How much does the size of a nickel crystal depend on the approximation used for exchange and correlation, and can that dependence be forecast? The table starts every calculation from the same ferromagnetic cell and lets it relax. The volume change is counted from that starting cell, not from experiment, so a positive value does not mean an overestimate. The relaxed length a is the distance between nearest nickel atoms. Three functionals still carry question marks, and the other nine have to supply the forecast.

Plane-wave DFT calculations with VASP 6.6.1 and PAW potentials for fcc nickel, with cell shape and volume relaxed from a ferromagnetic start (collinear spins, no spin–orbit coupling). All runs use a 600 eV cutoff, a 13×13×13 k-point mesh and Fermi–Dirac smearing of 0.05 eV. Volume changes are relative to the starting 10.49 Å³ per atom; a is the edge of the one-atom primitive cell.

| functional | potentials | volume change (%) | relaxed length a (Å) | cell moment (μB) |
| --- | --- | --- | --- | --- |
| LDA | VASP PAW LDA potentials, recommended | -4.450 | 2.420 | 0.610 |
| PBE | VASP PAW PBE potentials, recommended | 3.710 | 2.487 | 0.630 |
| revPBE | VASP PAW PBE potentials, recommended | 6.000 | 2.506 | 0.630 |
| RPBE | VASP PAW PBE potentials, recommended | 6.950 | 2.513 | 0.630 |
| BLYP | VASP PAW PBE potentials, recommended | 8.950 | 2.529 | 0.620 |
| BEEF-vdW | VASP PAW PBE potentials, recommended | 5.280 | 2.500 | 0.620 |
| PW91 | VASP PAW PBE potentials, recommended | 3.870 | 2.489 | 0.620 |
| optB88-vdW | VASP PAW PBE potentials, recommended | 3.070 | 2.482 | 0.620 |
| optPBE-vdW | VASP PAW PBE potentials, recommended | 4.710 | 2.495 | 0.620 |
| rev-vdW-DF2 | VASP PAW PBE potentials, recommended | ? | ? | ? |
| vdW-DF-cx | VASP PAW PBE potentials, recommended | ? | ? | ? |
| vdW-DF2 | VASP PAW PBE potentials, recommended | ? | ? | ? |

The first row is a limiting case. LDA treats each small region as if it belonged to a uniform electron gas, and of the nine known rows it is the only one that shrinks the cell. PBE adds the density gradient and ends 8.2 percentage points higher. This step changes exchange, correlation and the atomic potentials together, so it gives the size of the whole correction but not of its parts.

The next rows separate the parts better. PBE, revPBE and RPBE share the same correlation and the same potentials and differ only in exchange. From PBE the volume change rises by 2.3 points to revPBE and by 3.2 points to RPBE. In length, PBE gives 2.487 Å and RPBE 2.513 Å, a difference of about 1 %. A nickel cell relaxed with RPBE and then reused in a PBE calculation would therefore start with about 1 % of false strain along each direction.

Theory explains the direction of this rise. These functionals multiply the exchange energy of the uniform gas by a factor F(s). The reduced gradient s measures how fast the density changes compared with the local spacing of the electrons. In a uniform gas s is zero and F is one, so the gradient brings no gain. When the crystal expands, the density between the atoms thins out and s grows there. A functional whose F climbs faster with s therefore gains more energy from expansion, and its cell settles at a larger volume.

This becomes a simple model in two steps. A small change in the functional adds a pressure, and the relative volume shift is that pressure divided by the bulk modulus. That pressure depends on how steeply F rises with s, and as a measure of this I use the height of F above one at a single typical s. That the volume shift is proportional to this height is an assumption, not a result of the theory. I take s = 1.3, a choice made with the known rows in view; s = 1.5 describes them about equally well, so the exact value has no physical meaning.

BLYP shows what exchange alone cannot explain. Its exchange is close to that of PW91: F − 1 is 0.262 against 0.254, which in the model is worth only about 0.6 points of volume. Yet BLYP ends 5.1 points higher. Most of this gap probably comes from its correlation, which does not reduce to the correct result for a uniform electron gas, a serious fault in a metal. The atomic potentials, which were made for PBE, may also contribute.

The last known rows, optB88-vdW and optPBE-vdW, combine local with nonlocal correlation. They share that correlation, and the one with the stronger exchange enhancement again has the larger cell. The model therefore needs a slope for exchange and an offset for this type of correlation. It was fitted to these two rows together with PBE, revPBE, RPBE and PW91. BEEF-vdW was left out because its exchange is a flexible expansion and its correlation a mixture.

With x = F(1.3) − 1, the fit for functionals with nonlocal correlation reads: volume change in % = −15.14 + 74.36x + 2.34. For vdW-DF2, which was not part of the fit, x is 0.3053. The exchange term is then 74.36 × 0.3053 = 22.70, and the sum is 9.9 %. The line holds only between similar functionals: without the offset and carried back to uniform-gas exchange, x = 0, it misses LDA by more than 10 points. Part of this miss is expected, because the line still contains gradient-corrected correlation, which by itself favours a smaller cell.

The forecasts for the volume change follow from the strength of exchange:

- **rev-vdW-DF2:** near zero, range −2 to +2 %.
- **vdW-DF-cx:** about −1 %, range −3.5 to +1.5 %; probably slightly below rev-vdW-DF2, though this order is weak.
- **vdW-DF2:** about +10 %, range +6 to +14 %; probably the largest cell, but only narrowly above BLYP.

The ranges are judgements that allow for the choice of s and for reaching beyond the fitted rows. In addition, rev-vdW-DF2 and vdW-DF2 use a different version of nonlocal correlation, which the common offset ignores. The length a follows from the volume through the cube root: 2.456, 2.449 and 2.535 Å in the order of the list, with percentage ranges about a third as wide. The cell moment stays between 0.61 and 0.63 Bohr magnetons in the known rows, although the volume varies widely. The forecast for all three is therefore 0.62, range 0.60 to 0.64.

The withheld rows as computed:

| functional | potentials | volume change (%) | relaxed length a (Å) | cell moment (μB) |
| --- | --- | --- | --- | --- |
| rev-vdW-DF2 | VASP PAW PBE potentials, recommended | 1.370 | 2.469 | 0.620 |
| vdW-DF-cx | VASP PAW PBE potentials, recommended | -0.350 | 2.454 | 0.620 |
| vdW-DF2 | VASP PAW PBE potentials, recommended | 12.010 | 2.552 | -0.610 |

All three volume changes fall within their ranges, and both forecasts of order hold. The two functionals with weak enhancement keep the cell near its starting size, while vdW-DF2 gives the largest cell in the table. Its lead over BLYP is not narrow, however: 12.0 % against 9.0 %. The enhancement at s = 1.3 does not explain this size: that of vdW-DF2 is barely above that of RPBE, whose cell is 5.1 points smaller. At smaller s, however, vdW-DF2 lies more clearly above RPBE, and a model with a single s cannot see this.

The central values are less good than the ranges. Each computed cell is larger than the model's, by 1.5 points for rev-vdW-DF2, 0.7 for vdW-DF-cx and 2.1 for vdW-DF2. When the fitted rows were left out one at a time, the typical error was only 0.3 points. Agreement among similar functionals thus gave too hopeful a picture of the error for functionals outside the fit.

The larger misses belong to the two functionals with the other version of nonlocal correlation, which makes that version a plausible cause. The single value of s is another. With s = 1.5 the miss for rev-vdW-DF2 halves, but that for vdW-DF2 doubles, and vdW-DF-cx comes out too large instead of too small. The table does not separate the two causes; a calculation that changed only the nonlocal correlation and kept the exchange would do so.

The moments bring one formal miss. Two rows give 0.62, as forecast, but vdW-DF2 gives −0.61, outside the stated range. The minus sign means that the spins point the other way. Without spin–orbit coupling or an applied field, up and down have the same energy, so this is the same ferromagnetic state, and the size of the moment agrees with the forecast.

The output below gives both fits and their misses; the zero enhancement listed there for BEEF-vdW is a placeholder, so its miss has no meaning.

The analysis program printed:

```
fit of volume_change on 6 rows (use == 1): constant -15.14 +/- 1.4, coefficient of xa 74.36 +/- 5.1, coefficient of nl 2.336 +/- 0.3; rms 0.144, worst optPBE-vdW -0.217, leave-one-out rms 0.3
  rows outside the fit (model, value, miss): LDA -15.14, -4.45, -10.7; BLYP 4.341, 8.95, -4.61; BEEF-vdW -12.81, 5.28, -18.1; rev-vdW-DF2 -0.1745, 1.37, -1.54; vdW-DF-cx -1.024, -0.35, -0.674; vdW-DF2 9.895, 12.01, -2.12
fit of volume_change on 6 rows (use == 1): constant -11.78 +/- 1.2, coefficient of xb 50.69 +/- 3.5, coefficient of nl 1.626 +/- 0.27; rms 0.146, worst optPBE-vdW -0.211, leave-one-out rms 0.3
  rows outside the fit (model, value, miss): LDA -11.78, -4.45, -7.33; BLYP 4.433, 8.95, -4.52; BEEF-vdW -10.16, 5.28, -15.4; rev-vdW-DF2 0.6634, 1.37, -0.707; vdW-DF-cx 0.5723, -0.35, 0.922; vdW-DF2 7.812, 12.01, -4.2
fit of cell_moment on 9 rows: constant 0.6222 +/- 0.0022; rms 0.00629, worst LDA 0.0122, leave-one-out rms 0.00707
  rows outside the fit (model, value, miss): rev-vdW-DF2 0.6222, 0.62, 0.00222; vdW-DF-cx 0.6222, 0.62, 0.00222; vdW-DF2 0.6222, -0.61, 1.23
Exchange enhancement less one at reduced gradient 1.3, all rows in order: LDA 0, PBE 0.2538, revPBE 0.2858, RPBE 0.2972, BLYP 0.262, BEEF-vdW 0, PW91 0.2539, optB88-vdW 0.2164, optPBE-vdW 0.2327, rev-vdW-DF2 0.1699, vdW-DF-cx 0.1585, vdW-DF2 0.3053
Forecast nearest-neighbour distance of the withheld rows [angstrom]: rev-vdW-DF2 2.456, vdW-DF-cx 2.449, vdW-DF2 2.535
PBE less LDA, volume change [percentage points]: 8.16
revPBE less PBE, volume change [percentage points]: 2.29
RPBE less PBE, volume change [percentage points]: 3.24
BLYP less PW91, volume change [percentage points]: 5.08
optPBE-vdW less optB88-vdW, volume change [percentage points]: 1.64
```
